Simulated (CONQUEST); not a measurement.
## BP under changes of volume

One of the cells (11.682 Å³/atom); the others are scaled copies at fixed shape and fractional positions:

```
P B
1.0
     3.20885    0.00000    0.00000
     0.00000    3.20885    0.00000
     0.00000    0.00000    4.53800
P B
2 2
Direct
  0.00000 0.50000 0.25000
  0.50000 0.00000 0.75000
  0.00000 0.00000 0.00000
  0.50000 0.50000 0.50000
```

| Quantity | Value |
| --- | --- |
| Program | CONQUEST 1.3 |
| Functional | PBEsol |
| Potentials or basis | PseudoDojo NC PBEsol, DZP, grid of 32 × 32 × 48 points |
| k mesh | 8 × 8 × 6 |
| Occupations | fermi-dirac, width 0.05 eV |
| Spin | no spin polarisation |

| volume (Å³/atom) | energy over the lowest point (meV/atom) | pressure (GPa) | gap on the mesh (eV) |
| --- | --- | --- | --- |
| 10.981 | ? | ? | ? |
| 11.214 | 12.54 | 8.0 | 1.06 |
| 11.448 | 3.65 | 4.2 | 1.09 |
| 11.682 | 0.00 | 0.9 | 1.11 |
| 11.915 | 1.18 | -2.4 | 1.14 |
| 12.149 | 6.88 | -5.3 | 1.16 |
| 12.383 | 16.51 | -7.8 | 1.19 |

What does the run at 10.981 Å³/atom give?

Energy over the lowest point 27.20 meV/atom; pressure 12.1 GPa; gap on the mesh 1.04 eV.

Worked out: A Birch-Murnaghan fit of order 3 (a polynomial in V^(-2/3)) to the other rows has its minimum at 11.74 Å³/atom with B0 = V·E''(V) = 163 GPa and B' = 3.5. It gives 27.19 meV/atom at 10.981 Å³/atom, against the run's 27.20, and -dE/dV = 12.2 GPa, against 12.1. A straight line through the other rows of the gap, of slope 1.28 eV per unit of ln V, extrapolates to 1.03 eV, against the run's 1.04.

Energies are extrapolated to zero smearing.

Caveats: the basis of atomic orbitals isn't converged, which shifts pressures, moduli and gaps; the real-space grid breaks the cell's symmetry a little (some runs).

A mesh can miss the band edges.
